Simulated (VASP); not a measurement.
# HfC: kinetic-energy density

HfC, Fm-3m (no. 225), 2 atoms in the cell. PBE; PAW potentials Hf_pv, C (PBE set).

## Input

INCAR:
```
SYSTEM = HfC
ALGO = Normal
EDIFF = 1E-7
ENCUT = 520
ISIF = 2
ISMEAR = 0
LASPH = .True.
LCHARG = .True.
LREAL = .False.
LTAU = .True.
LWAVE = .False.
NELM = 100
PREC = Accurate
SIGMA = 0.02
```

KPOINTS:
```
k-points
0
Gamma
  8 8 8
```

POSCAR:
```
HfC
1.0
    0.0000000000      2.3250000000      2.3250000000
    2.3250000000      0.0000000000      2.3250000000
    2.3250000000      2.3250000000      0.0000000000
Hf C
1 1
Direct
    0.5000000000      0.5000000000      0.5000000000
    0.0000000000      0.0000000000      0.0000000000
```

Commands:
```
cat potpaw_PBE.64/Hf_pv/POTCAR potpaw_PBE.64/C/POTCAR > POTCAR
mpirun -np 1 vasp_std > vasp.out
```

## Result

- Kinetic energy of the pseudo orbitals (eV): 274.01

VASP 6.6.1 took 7.3 s on 1 core (Intel Xeon Platinum 8124M @ 3.00GHz (Skylake/Cascade Lake)), a shared host.
